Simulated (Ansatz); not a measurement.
From the elastic tensor of CaF₂ at 18 GPa (stress–strain coefficients) to moduli and sound speeds

Computed with DFT LDA, scalar-relativistic, plane waves, PAW in Ansatz. Plane waves to 420 eV; Γ-centred k mesh 8×8×8; fixed occupations. No spin polarisation.

The structure is cubic, space group Fm-3m (No. 225). Conventional cell: a = 5.097 Å, b = 5.097 Å, c = 5.097 Å, α = 90.00°, β = 90.00°, γ = 90.00°. Ca (site symmetry m-3m) is surrounded by 8 F at 2.21 Å. F (site symmetry -43m) is surrounded by 4 Ca at 2.21 Å.

The real crystal has changed phase below this pressure.

Relaxed-ion constants (GPa, on the Cartesian axes of the calculation):
C11 = 274.2, C12 = 128.8, C13 = 128.8, C22 = 274.2, C23 = 128.8, C33 = 274.2, C44 = 48.8, C55 = 48.8, C66 = 48.8 GPa; the others vanish.

Density 3.916 g/cm³; 3 atoms in 33.11 Å³.

The values that follow are for a polycrystal of randomly turned grains, by Hill's mean where one number stands.

With S = C⁻¹: B_V = (C11+C22+C33+2(C12+C13+C23))/9, G_V = (C11+C22+C33−C12−C13−C23+3(C44+C55+C66))/15, 1/B_R = S11+S22+S33+2(S12+S13+S23), 15/G_R = 4(S11+S22+S33−S12−S13−S23)+3(S44+S55+S66); Hill is their mean. Then v_l = √((B+4G/3)/ρ), v_t = √(G/ρ), v_m = [(2/v_t³+1/v_l³)/3]^(−1/3) and Θ = (ħ/k_B)·v_m·(6π²n/V)^(1/3) for n atoms in the volume V; E = 9BG/(3B+G), ν = (3B−2G)/(2(3B+G)) and A^U = 5G_V/G_R + B_V/B_R − 6.

```json
{"Bulk modulus, Voigt / Reuss / Hill": "177.3 / 177.3 / 177.3 GPa", "Shear modulus, Voigt / Reuss / Hill": "58.4 / 56.2 / 57.3 GPa", "Young's modulus": "155 GPa", "Poisson ratio": "0.354", "Pugh ratio B/G": "3.10", "Universal anisotropy index": "0.19", "Longitudinal and transverse sound speeds": "8048 and 3824 m/s", "Debye temperature from the mean sound speed": "575 K"}
```

Cost: 1 run of about 0.3 core-minutes, on Intel Xeon Platinum 8375C (Ice Lake) (shared hosts).

Compressed fluorite resists volume change much more strongly than shear, with a bulk modulus of 177.3 GPa against a shear modulus of 57.3 GPa. This is typical of a dense ionic lattice, where short-range repulsion stiffens steeply on compression while shear largely preserves the volume. C12 exceeds C44 by more than twice the pressure, so the Cauchy relation for central forces fails even after allowing for the load. A likely contributor is internal strain: F does not sit at an inversion centre, so its sublattice can shift under shear and lower C44. The same softening probably helps make ⟨100⟩, the direction of the closest F–F contacts, stiffer than ⟨111⟩, though the overall anisotropy is modest.

The cubic constants satisfy the elastic stability conditions, which is compatible with a metastable fluorite phase, since a reconstructive transition need not be preceded by an elastic instability. The Pugh ratio of 3.10 should not be read as ductility, because cleavage and slip in an ionic crystal depend on electrostatic barriers that elastic moduli do not capture.
